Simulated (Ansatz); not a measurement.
Input of an Ansatz 0.2.0 run:

File input.yaml:

```yaml
crystal:
  lattice:
    - [1.4316899074, 0.8265865534, 5.9577715763]
    - [-1.4316899074, 0.8265865534, 5.9577715763]
    - [0.0, -1.6531731068, 5.9577715763]
  atoms:
    - { symbol: Pd, position: [0.0, 0.0, 0.0] }
    - { symbol: Co, position: [0.5, 0.5, 0.5], spin: 1.5 }
    - { symbol: O, position: [0.112476, 0.112476, 0.112476] }
    - { symbol: O, position: [0.887524, 0.887524, 0.887524] }
hamiltonian:
  xc: pbe
  pseudopotentials: { kind: paw }
magnetization:
  spin_polarized: true
  initial_magnetization: 1.5
  spin_locking: { lock_magnetization: hard }
kpoints:
  mp_grid: { grid: [9, 9, 9] }
scf:
  occupations: { method: fermi_dirac, width: 0.05 }
  lower_state_search: "off"
output:
  forces: true
  stress: true
  eigenvalues: true
```

Potentials or basis: Ansatz PAW.

The run is started by

```console
$ ansatz run input.yaml --threads 2 --pin off --max-ram 5632MiB --backend cpu --events-out ev --progress --plain --runs-dir out
```

(1) What does it give for the largest force?

(2) What does it give for the pressure?

Answers

(1) 0.064 eV/Å.

(2) 5.7 GPa.

Caveat: the pressure holds a Pulay correction of +0.7 GPa for the finite cutoff; the total moment is fixed, so each spin has its own Fermi level; a cell with one magnetic atom can't hold antiferromagnetic order, which such compounds often take; the thresholds are loose for stress.
